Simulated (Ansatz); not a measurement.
Working through cell relaxations under several functionals of SrO, space group P6_3mc

With the Ansatz DFT code, driven from Python.

The cells in order, each with its output:

In [1]:
```python
import warnings

import ansatz
import numpy as np
```

In [2]:
```python
def edges_and_angles(cell):
    cell = np.asarray(cell)
    a, b, c = np.linalg.norm(cell, axis=1)
    cosines = cell[1] @ cell[2] / (b * c), cell[0] @ cell[2] / (a * c), cell[0] @ cell[1] / (a * b)
    return (a, b, c, *np.degrees(np.arccos(cosines)))
```

In [3]:
```python
warnings.simplefilter('ignore', ansatz.DeckWarning)
```

In [4]:
```python
lattice = ansatz.Lattice.of(
    (4.27546627, 0.0, 0.0),
    (-2.13773313, 3.7026624, 0.0),
    (0.0, 0.0, 5.15559499),
)
sites = [
    ('Sr', (1 / 3, 2 / 3, 0.9381277)),
    ('Sr', (2 / 3, 1 / 3, 0.4381277)),
    ('O', (1 / 3, 2 / 3, 0.4368723)),
    ('O', (2 / 3, 1 / 3, 0.9368723)),
]
xtal = ansatz.Crystal(lattice=lattice)
for symbol, position in sites:
    xtal = xtal.atom(symbol, position)
```

In [5]:
```python
xtal.resolved().sites[-1]
```
Out [5]:
```text
Site(symbol='O', position=(0.6666666666666666, 0.3333333333333333, 0.9368723), moment=None, axis=None, held=None, saved=None)
```

In [6]:
```python
model = (
    xtal.calculation()
    .basis(530, density_ratio=6)
    .kpoints(4, 4, 3, shift=0.5)
    .occupations('fixed')
    .mixing('anderson', preconditioner='local_kerker')
    .initial_density(normalization='atom')
    .relax(cell=True)
)

levels = [('blyp', 'd3bj'), ('pbesol', 'none'), ('lda', 'none')]
print('level            a       b       c    alpha   beta  gamma  V/atom  steps')
for name, dispersion in levels:
    seen = []
    run = model.functional(name, dispersion=dispersion).session().plan()
    out = run.execute(on_event=lambda e: seen.append(e) if e['event'] == 'relax_step' else None)
    cell = out.lattice.cell_ang
    label = name if dispersion == 'none' else f'{name}+{dispersion}'
    print('{:13s} {:7.4f} {:7.4f} {:7.4f} {:6.2f} {:6.2f} {:6.2f}'.format(label, *edges_and_angles(cell)), f'{abs(np.linalg.det(cell)) / len(out.lattice.sites):7.3f} {len(seen):5d}')
```
```text
level            a       b       c    alpha   beta  gamma  V/atom  steps
blyp+d3bj      4.2526  4.2526  5.1521  90.00  90.00 120.00  20.172     5
pbesol         4.2374  4.2374  5.1045  90.00  90.00 120.00  19.843     5
lda            4.1908  4.1908  5.0452  90.00  90.00 120.01  19.182     6
```

From smallest to largest: LDA (19.18 Å³ an atom, -6.0 % against the start), PBEsol (19.84 Å³ an atom, -2.7 % against the start) and BLYP+D3BJ (20.17 Å³ an atom, -1.1 % against the start). The spread is 5.2 % in volume.

Caveats:
- These settings explore the input space; cutoff and mesh may be short of convergence.
- Within a few hundredths of an angstrom the cell has the higher group P6_3/mmc; the lower one is a small distortion.
- The mesh has less symmetry than the crystal, which the program warned of.
- The cell relaxed to the group P6_3/mmc; tensors and edges are in the axes of the typed cell.
- The structure comes from a database of computed cells and needn't be a stable or known phase.
- The script silences the warnings on its input, which a real study should read.
- Wall time of the script: 41 s on 1 thread of Arm Neoverse V1, with other jobs on the host, peak memory 0.42 GiB.
